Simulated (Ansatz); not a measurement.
## Pressure series in LiCl

Base system: LiCl in the rock salt structure (space group Fm-3m, No. 225).

```
LiCl
1.0
    0.00000     2.57520     2.57520
    2.57520     0.00000     2.57520
    2.57520     2.57520     0.00000
Cl Li
1 1
Direct
  0.00000   0.00000   0.00000
  0.50000   0.50000   0.50000
```

Cell and atoms are relaxed at each pressure.

Method: PBE in Ansatz (plane waves to 420 eV, PAW, without spin-orbit coupling).

```csv
case,band gap,lattice parameter a
base,6.26 eV,5.150 Å
pressure −2 GPa,5.86 eV,5.278 Å
pressure −1 GPa,6.07 eV,5.209 Å
pressure 1.8 GPa,6.55 eV,5.064 Å
pressure 4.2 GPa,6.83 eV,4.973 Å
pressure 9 GPa,6.89 eV,4.837 Å
pressure 18 GPa,6.96 eV,4.663 Å
pressure 30 GPa,…,…
pressure 45 GPa,6.78 eV,4.370 Å
pressure 60 GPa,6.42 eV,4.267 Å
```

Question: Complete the table.

Answer: 
- pressure 30 GPa, band gap: 7.00 eV
- pressure 30 GPa, lattice parameter a: 4.508 Å

Load acts through the strain it causes; cell and atoms are relaxed under it. Stability against distortions was not tested. Competing high-pressure phases were not computed.

Ansatz is a first-principles code.
